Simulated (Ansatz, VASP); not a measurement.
Sb in VASP and in Ansatz

The input INCAR:

```
ALGO = Normal
EDIFF = 1E-8
ENCUT = 520
GGA = PS
ISIF = 2
ISMEAR = -1
LASPH = True
LCHARG = False
LEFG = True
LREAL = False
LWAVE = False
NBANDS = 8
NELM = 60
PREC = Accurate
SIGMA = 0.05
```

Contents of KPOINTS:

```
k-points
0
Gamma
  13 13 13
```

Contents of POSCAR:

```
Sb
1.0
    3.0960408524      0.0000000000      0.0000000000
    0.0000000000      3.0960408524      0.0000000000
    0.0000000000      0.0000000000      3.0960408524
Sb
1
Direct
    0.0000000000      0.0000000000      0.0000000000
```

Input for Ansatz:

```yaml
crystal:
  lattice:
    - [3.0960408524, 0.0, 0.0]
    - [0.0, 3.0960408524, 0.0]
    - [0.0, 0.0, 3.0960408524]
  atoms:
    - { symbol: Sb, position: [0.0, 0.0, 0.0] }
kpoints:
  mp_grid: { grid: [13, 13, 13] }
scf:
  occupations: { method: fermi_dirac, width: 0.05 }
hamiltonian:
  xc: pbesol
  pseudopotentials: { kind: paw }
output:
  forces: true
  stress: true
  eigenvalues: true
  efg: { contact_densities: true }
```

Change from the starting cell: volume scaled by 0.9405, PAW files.

Alike in both runs: task electric field gradients; functional PBEsol; k mesh 13 × 13 × 13; occupations fermi-dirac, width 0.05 eV; no spin polarisation.

|  | VASP | Ansatz |
| --- | --- | --- |
| version | VASP 6.6.1 | Ansatz 0.2.0 |
| potentials or method | VASP PAW PBE potentials, release 64 (Sb) | PAW with Ansatz's default frozen-core files, scalar-relativistic |
| plane-wave cutoff (eV) | 520 | 420 |
| valence electrons in the cell | 5 | 15 |

Ansatz gave:

| Item | Value |
| --- | --- |
| pressure (GPa) | -2.1 |
| Vzz of the field gradient on the site that differs most (V/Å²) | 0.0 |

What did VASP give for the same quantities?

Pressure (GPa): -2.0; Vzz of the field gradient on the site that differs most (V/Å²): 0.0.

The two sets of potentials don't hold the same shells in valence. Ansatz warned: «gradients_without_spin_orbit».

Caveats: the PAW data sets were made with another functional, which shifts forces and pressure a little (VASP). The runs have no spin-orbit coupling, so splittings on Sb are missing.
